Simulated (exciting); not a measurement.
# Ag (Fm-3m) in exciting: further runs, part 2 of 2

exciting (release sodium).

### Step 5. Single point, PBE

File input.xml:

```xml
<input>
  <title>Ag</title>
  <structure speciespath="./" tshift="false">
    <crystal scale="1">
      <basevect>0.000000000000 3.860238041079 3.860238041079</basevect>
      <basevect>3.860238041079 0.000000000000 3.860238041079</basevect>
      <basevect>3.860238041079 3.860238041079 0.000000000000</basevect>
    </crystal>
    <species speciesfile="Ag.xml" rmt="2.3">
      <atom coord="0.000000000000 0.000000000000 0.000000000000"/>
    </species>
  </structure>
  <groundstate do="fromscratch" ngridk="11 11 11" rgkmax="9" gmaxvr="14" lmaxapw="10" lmaxmat="10" lmaxvr="8" xctype="GGA_PBE" stype="Gaussian" swidth="0.00073499" nempty="12" ValenceRelativity="iora*" epsengy="1e-05" epspot="1e-05" maxscl="60" tforce="true" outputlevel="low"/>
</input>
```

Potentials or basis: all-electron LAPW+lo, shipped species files, valence relativity iora*.

Run with:

```sh
OMP_NUM_THREADS=1 exciting_smp
```

INFO.OUT:

```text
================================================================================
EXCITING SODIUM started
[... 10 lines left out ...]

 Lattice vectors (cartesian) :
      0.0000000000      3.8602380411      3.8602380411
      3.8602380411      0.0000000000      3.8602380411
      3.8602380411      3.8602380411      0.0000000000

 Reciprocal lattice vectors (cartesian) :
     -0.8138339191      0.8138339191      0.8138339191
      0.8138339191     -0.8138339191      0.8138339191
      0.8138339191      0.8138339191     -0.8138339191

 Unit cell volume                           :     115.0461936135
 Brillouin zone volume                      :       2.1560923108

 Species :    1 (Ag)
[... 216 lines left out ...]
 Total energy                               :     -5317.30646730
 _______________________________________________________________
 Fermi energy                               :         0.31177766
 DOS at Fermi energy (states/Ha/cell)       :         3.48334000
 Electron charge: Core leakage              :         0.00000003

++++++++++++++++++++++++++++++++++++++++++++++++++++++++++++++++++++++++++++++++
+ Self-consistent loop stopped                                                 +
++++++++++++++++++++++++++++++++++++++++++++++++++++++++++++++++++++++++++++++++
 STATE.OUT is written

--------------------------------------------------------------------------------
- Writing atomic positions and forces                                          -
--------------------------------------------------------------------------------

 Atomic positions (lattice) :
 atom     1  Ag  :     0.00000000    0.00000000    0.00000000

 Total atomic forces including IBS (cartesian) :
 atom     1  Ag  :     0.00000000    0.00000000    0.00000000

 Atomic force components including IBS (cartesian) :
 atom     1  Ag  :     0.00000000    0.00000000    0.00000000   HF force
                 :     0.00000000    0.00000000    0.00000000   core correction
                 :     0.00000000    0.00000000    0.00000000   IBS correction

********************************************************************************
[... 7 lines left out ...]
| EXCITING SODIUM stopped                                                      =
================================================================================
```

WARNINGS.OUT:

```text
Inversion symmetry is present. Consider using input%groundstate%solver%type = "inversionsymmetry"
```

Run time: 21 s. Hardware: 1 thread of Arm Neoverse V1, shared host; peak memory 0.1 GiB.

What came out:

```yaml
Free_energy: -144691.2801 eV
Band_gap_on_the_k_mesh: none (metal or under the smearing width)
```

### Step 6. Single point, PBE

input.xml, as its differences from that of step 5:

```diff
@@ -12,3 +12,3 @@
   </structure>
-  <groundstate do="fromscratch" ngridk="11 11 11" rgkmax="9" gmaxvr="14" lmaxapw="10" lmaxmat="10" lmaxvr="8" xctype="GGA_PBE" stype="Gaussian" swidth="0.00073499" nempty="12" ValenceRelativity="iora*" epsengy="1e-05" epspot="1e-05" maxscl="60" tforce="true" outputlevel="low"/>
+  <groundstate do="fromscratch" ngridk="11 11 11" rgkmax="9" gmaxvr="14" lmaxapw="10" lmaxmat="10" lmaxvr="8" xctype="GGA_PBE" stype="Gaussian" swidth="0.00077174" nempty="12" ValenceRelativity="iora*" epsengy="1e-05" epspot="1e-05" maxscl="60" tforce="true" outputlevel="normal"/>
 </input>
```

Potentials or basis: all-electron LAPW+lo, shipped species files, valence relativity iora*.

Run with:

```sh
OMP_NUM_THREADS=1 exciting_smp
```

INFO.OUT:

```text
================================================================================
EXCITING SODIUM started
[... 10 lines left out ...]

 Lattice vectors (cartesian) :
      0.0000000000      3.8602380411      3.8602380411
      3.8602380411      0.0000000000      3.8602380411
      3.8602380411      3.8602380411      0.0000000000

 Reciprocal lattice vectors (cartesian) :
     -0.8138339191      0.8138339191      0.8138339191
      0.8138339191     -0.8138339191      0.8138339191
      0.8138339191      0.8138339191     -0.8138339191

 Unit cell volume                           :     115.0461936135
 Brillouin zone volume                      :       2.1560923108

 Species :    1 (Ag)
     parameters loaded from                 :    Ag.xml
     name                                   :    silver
     nuclear charge                         :     -47.00000000
     electronic charge                      :      47.00000000
     atomic mass                            :  196631.69970000
     muffin-tin radius                      :       2.30000000
     # of radial points in muffin-tin       :     400

     atomic positions (lattice) :
       1 :   0.00000000  0.00000000  0.00000000

 Total number of atoms per unit cell        :       1

 Spin treatment                             :    spin-unpolarised

 Number of Bravais lattice symmetries       :      48
 Number of crystal symmetries               :      48

 k-point grid                               :      11   11   11
 Total number of k-points                   :      56
 k-point set is reduced with crystal symmetries

 R^MT_min * |G+k|_max (rgkmax)              :       9.00000000
 Species with R^MT_min                      :       1 (Ag)
 Maximum |G+k| for APW functions            :       3.91304348
 Maximum |G| for potential and density      :      14.00000000

 G-vector grid sizes                        :      25    25    25
 Total number of G-vectors                  :    5209

 Maximum angular momentum used for
     APW functions                          :      10
     computing H and O matrix elements      :      10
     potential and density                  :       8
     inner part of muffin-tin               :       2

 Total nuclear charge                       :     -47.00000000
 Total electronic charge                    :      47.00000000
 Total core charge                          :      28.00000000
 Total valence charge                       :      19.00000000

 Number of empty states                     :      12
 Total number of valence states             :      22

 Maximum Hamiltonian size                   :     138
 Maximum number of plane-waves              :     125
 Total number of local-orbitals             :      13

 Exchange-correlation type                  :      20
     Perdew-Burke-Ernzerhof, Phys. Rev. Lett. 77, 3865 (1996)
     Generalised gradient approximation (GGA)

 Smearing scheme                            :    Gaussian
 Smearing width                             :       0.00077174

 Using multisecant Broyden potential mixing
[... 16 lines left out ...]
+ SCF iteration number :    1                                                  +
++++++++++++++++++++++++++++++++++++++++++++++++++++++++++++++++++++++++++++++++
 Total energy                               :     -5309.50607878
 _______________________________________________________________
 Fermi energy                               :         0.33446196
 Kinetic energy                             :      5568.21115089
 Coulomb energy                             :    -10728.44090714
 Exchange energy                            :      -146.75468060
 Correlation energy                         :        -2.52164194

 DOS at Fermi energy (states/Ha/cell)       :         3.31236687

 Electron charges :
     core                                   :        28.00000000
     core leakage                           :         0.00000003
     valence                                :        19.00000000
     interstitial                           :         1.86933357
     charge in muffin-tin spheres :
                  atom     1    Ag          :        45.13066643
     total charge in muffin-tins            :        45.13066643
     total charge                           :        47.00000000

++++++++++++++++++++++++++++++++++++++++++++++++++++++++++++++++++++++++++++++++
+ SCF iteration number :    2                                                  +
++++++++++++++++++++++++++++++++++++++++++++++++++++++++++++++++++++++++++++++++
 Total energy                               :     -5315.30028327
 _______________________________________________________________
 Fermi energy                               :         0.32581088
 Kinetic energy                             :      5564.94024854
 Coulomb energy                             :    -10730.80083275
 Exchange energy                            :      -146.91724371
 Correlation energy                         :        -2.52245534

 DOS at Fermi energy (states/Ha/cell)       :         3.31240541

 Electron charges :
     core                                   :        28.00000000
     core leakage                           :         0.00000003
     valence                                :        19.00000000
     interstitial                           :         1.78739035
     charge in muffin-tin spheres :
                  atom     1    Ag          :        45.21260965
     total charge in muffin-tins            :        45.21260965
     total charge                           :        47.00000000
[... 253 lines left out ...]
 RMS change in effective potential (target) :  0.901665E-08  ( 0.100000E-04)
 Absolute change in total energy   (target) :  0.758244E-05  ( 0.100000E-04)
 Charge distance                   (target) :  0.696764E-08  ( 0.100000E-04)
 Abs. change in max-nonIBS-force   (target) :   0.00000      ( 0.500000E-04)

++++++++++++++++++++++++++++++++++++++++++++++++++++++++++++++++++++++++++++++++
+ SCF iteration number :   12                                                  +
++++++++++++++++++++++++++++++++++++++++++++++++++++++++++++++++++++++++++++++++
 Total energy                               :     -5317.30646736
 _______________________________________________________________
 Fermi energy                               :         0.31172507
 Kinetic energy                             :      5563.27552255
 Coulomb energy                             :    -10731.09064075
 Exchange energy                            :      -146.96848579
 Correlation energy                         :        -2.52286337

 DOS at Fermi energy (states/Ha/cell)       :         3.32966410

 Electron charges :
     core                                   :        28.00000000
     core leakage                           :         0.00000003
     valence                                :        19.00000000
     interstitial                           :         1.75318095
     charge in muffin-tin spheres :
                  atom     1    Ag          :        45.24681905
     total charge in muffin-tins            :        45.24681905
     total charge                           :        47.00000000

 RMS change in effective potential (target) :  0.881045E-09  ( 0.100000E-04)
 Absolute change in total energy   (target) :  0.827619E-06  ( 0.100000E-04)
 Charge distance                   (target) :  0.345693E-09  ( 0.100000E-04)
 Abs. change in max-nonIBS-force   (target) :   0.00000      ( 0.500000E-04)

++++++++++++++++++++++++++++++++++++++++++++++++++++++++++++++++++++++++++++++++
| Convergency criteria checked for the last 2 iterations                       +
| Convergence targets achieved. Performing final SCF iteration                 +
++++++++++++++++++++++++++++++++++++++++++++++++++++++++++++++++++++++++++++++++
 Total energy                               :     -5317.30646729
 _______________________________________________________________
 Fermi energy                               :         0.31172507
 Kinetic energy                             :      5563.27552257
 Coulomb energy                             :    -10731.09064071
 Exchange energy                            :      -146.96848579
 Correlation energy                         :        -2.52286337

 DOS at Fermi energy (states/Ha/cell)       :         3.32966463

 Electron charges :
     core                                   :        28.00000000
     core leakage                           :         0.00000003
     valence                                :        19.00000000
     interstitial                           :         1.75318095
     charge in muffin-tin spheres :
                  atom     1    Ag          :        45.24681905
     total charge in muffin-tins            :        45.24681905
     total charge                           :        47.00000000

++++++++++++++++++++++++++++++++++++++++++++++++++++++++++++++++++++++++++++++++
+ Self-consistent loop stopped                                                 +
++++++++++++++++++++++++++++++++++++++++++++++++++++++++++++++++++++++++++++++++
 STATE.OUT is written

--------------------------------------------------------------------------------
- Writing atomic positions and forces                                          -
--------------------------------------------------------------------------------

 Atomic positions (lattice) :
 atom     1  Ag  :     0.00000000    0.00000000    0.00000000

 Total atomic forces including IBS (cartesian) :
 atom     1  Ag  :     0.00000000    0.00000000    0.00000000

 Atomic force components including IBS (cartesian) :
 atom     1  Ag  :     0.00000000    0.00000000    0.00000000   HF force
                 :     0.00000000    0.00000000    0.00000000   core correction
                 :     0.00000000    0.00000000    0.00000000   IBS correction

********************************************************************************
[... 7 lines left out ...]
| EXCITING SODIUM stopped                                                      =
================================================================================
```

EVALCORE.OUT:

```text
Species :    1 (Ag), atom :    1
 n =  1, l =  0, k =  1 :   -929.9436051
 n =  2, l =  0, k =  1 :   -136.5456759
 n =  2, l =  1, k =  1 :   -126.8600229
 n =  2, l =  1, k =  2 :   -120.4164748
 n =  3, l =  0, k =  1 :   -24.70238916
 n =  3, l =  1, k =  1 :   -20.85005917
 n =  3, l =  1, k =  2 :   -19.71274679
 n =  3, l =  2, k =  2 :   -12.89533524
 n =  3, l =  2, k =  3 :   -12.66628054
```

WARNINGS.OUT:

```text
Inversion symmetry is present. Consider using input%groundstate%solver%type = "inversionsymmetry"
```

It took 21 s on 1 thread of Arm Neoverse V1, shared host; peak memory 0.1 GiB.

Results:

```yaml
Free_energy: -144691.2801 eV
Band_gap_on_the_k_mesh: none (metal or under the smearing width)
All_electrons_inside_the_program's_atomic_spheres: Ag 45.25 (radii Ag 2.3 bohr)
```

### Step 7. Summary

| smearing | outputlevel | gap on the mesh (eV) |
| --- | --- | --- |
| gaussian 0.017 eV | low | none |
| gaussian 0.018 eV | high | none |
| gaussian 0.019 eV | normal | none |
| gaussian 0.02 eV | low | none |
| gaussian 0.021 eV | normal | none |

Alike in all rows: task single point; level PBE; potentials or basis all-electron LAPW+lo, shipped species files, valence relativity iora*; no spin polarisation; cell as given; k mesh 11 × 11 × 11; rgkmax 9.

Every run on the cell as given and a fine mesh finds a metal.

Compare energies only between runs with the same functional and basis.
